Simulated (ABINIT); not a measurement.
Crystal: Te2Pt (Moncheite).

```
Pt Te
1.0
     4.01000    0.00000    0.00000
    -2.00500    3.47276    0.00000
     0.00000    0.00000    5.20100
Pt Te
1 2
Cartesian
  0.0000 0.0000 0.0000
  2.0050 1.1576 3.9007
  0.0000 2.3152 1.3002
```

| Item | Value |
| --- | --- |
| Program | ABINIT 10.8.3 (patched build) |
| Task | relaxation of cell and atoms |
| Functional | LDA |
| Potentials or basis | JTH PAW LDA v2.0 |
| Cutoff | 435 eV |
| k mesh | 8 × 8 × 5 |
| Occupations | fermi-dirac, width 0.05 eV |
| Spin | no spin polarisation |

At the start: pressure 3.2 GPa; volume 24.14 Å³/atom.

Question: How do energy, volume and symmetry change on relaxing?

Answer: Over 13 steps the energy falls by 19.4 meV/atom and the volume is 23.87 Å³/atom (-1.1 %); space group P-3m1 (No. 164, to 0.05 Å).

The path:
```tsv
step	energy change (eV)	largest force (eV/Å)	pressure (GPa)	volume (Å³)
1	0.0000	0.7873	3.17	72.43
2	-0.0215	0.5685	1.50	73.13
3	-0.0363	0.2543	-0.71	74.04
4	-0.0389	0.1909	-1.00	74.04
5	-0.0480	0.0004	-1.39	73.50
6	-0.0533	0.0745	-0.99	72.66
7	-0.0555	0.0631	-0.28	71.96
8	-0.0561	0.0212	0.05	71.78
9	-0.0566	0.0145	0.25	71.69
10	-0.0573	0.0413	0.36	71.60
11	-0.0579	0.0394	0.27	71.55
12	-0.0581	0.0158	0.09	71.58
13	-0.0581	0.0021	0.01	71.61
```

Final structure:
```
Pt Te
1.0
     4.02874    0.00000    0.00000
    -2.01437    3.48899    0.00000
     0.00000    0.00000    5.09457
Pt Te
1 2
Cartesian
  0.0000 0.0000 0.0000
  2.0144 1.1630 3.7420
  0.0000 2.3260 1.3525
```
